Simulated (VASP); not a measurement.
# InP: dielectric tensor with PBE

**What was measured.**

A printed reference work, textbook reports, for a bulk crystal of InP at 300 K: high-frequency dielectric constant 9.61.

InP:

```
CELL_PARAMETERS angstrom
0.00000 2.97915 2.97915
2.97915 0.00000 2.97915
2.97915 2.97915 0.00000
ATOMIC_POSITIONS crystal
In 0.00000 0.00000 0.00000
P 0.25000 0.25000 0.25000
```

```json
{
  "Program": "VASP 6.6.1",
  "Task": "dielectric tensor",
  "Functional": "PBE",
  "Potentials or basis": "VASP PAW PBE potentials, release 64 (In_d, P)",
  "Cutoff": "600 eV",
  "k mesh": "14 × 14 × 14",
  "Occupations": "gaussian, width 0.03 eV",
  "Spin": "no spin polarisation",
  "Monkhorst-Pack mesh": "yes",
  "Further INCAR settings": "ALGO = Normal; EDIFF = 1e-08"
}
```

The electronic dielectric tensor (diagonal) is 11.77. The born charges (mean of the diagonal) is In +2.62; P -2.62 e.

Levels at points of the mesh, in eV from the valence-band top:
```csv
k point,band 7,band 8,band 9,band 10,band 11,band 12
"(0.04, 0.04, 0.04)",-0.29,0.00,0.00,0.72,4.10,4.13
```

Electronic dielectric tensor:
```
11.77  0.00  0.00
 0.00 11.77  0.00
 0.00  0.00 11.77
```

Born effective charge tensors (e):
atom 1, In
```
2.62 0.00 0.00
0.00 2.62 0.00
0.00 0.00 2.62
```
atom 2, P
```
-2.62  0.00  0.00
 0.00 -2.62  0.00
 0.00  0.00 -2.62
```

Run time: 46 min on 1 thread of Intel(R) Xeon(R) 6975P-C (Granite Rapids) (shared host), peak memory 2.6 GiB.

Against the measured high-frequency dielectric constant of InP, 9.61 (300 K; a printed reference work, textbook), the calculated 11.77 is off by +22.5 %.
